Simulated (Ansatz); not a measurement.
# MoS2 under changes of volume

One of the cells (18.982 Å³/atom); the others are scaled copies at fixed shape and fractional positions:

```
CELL_PARAMETERS angstrom
3.22746 0.00000 0.00000
-1.61373 2.79507 0.00000
0.00000 0.00000 6.31247
ATOMIC_POSITIONS crystal
Mo 0.00000 0.00000 0.50000
S 0.66667 0.33333 0.74468
S 0.33333 0.66667 0.25532
```

Measurements of this composition are mostly on another form, of space group No. 194.

```yaml
Program: Ansatz 0.2.0
Functional: PBEsol
Potentials_or_basis: Ansatz PAW
Cutoff: "420 eV (not typed: the program's choice for these potentials)"
k_mesh: 9 × 9 × 4
Occupations: fermi-dirac, width 0.05 eV
Spin: no spin polarisation
```

```csv
volume (Å³/atom),energy over the lowest point (meV/atom),pressure (GPa),largest force (eV/Å)
17.843,10.67,5.6,1.086
18.222,1.59,2.2,0.703
18.602,0.00,-0.8,0.349
18.982,5.11,-3.4,0.020
19.361,?,?,?
19.741,32.69,-8.0,0.566
20.120,53.96,-9.9,0.827
```

Task: What does the run at 19.361 Å³/atom give?

Result: Energy over the lowest point 16.22 meV/atom; pressure -5.8 GPa; largest force 0.284 eV/Å.

Worked out: A Birch-Murnaghan fit of order 3 (a polynomial in V^(-2/3)) to the other rows has its minimum at 18.50 Å³/atom with B0 = V·E''(V) = 142 GPa and B' = 4.4 at fixed shape and positions, which overstates the stiffness. It gives 16.20 meV/atom at 19.361 Å³/atom, against the run's 16.22, and -dE/dV = -5.9 GPa, against -5.8.

Energies are extrapolated to zero smearing.

Caveats: this functional lacks dispersion, which binds the layers, so the pressure and a relaxed spacing across them are unreliable; the PAW data sets come from PBE, with cores solved anew for the run's functional, which leaves a small shift of forces and pressure; forces of over 1 eV/Å show positions far from the minimum, so gaps and moduli don't describe the material at rest (some runs).
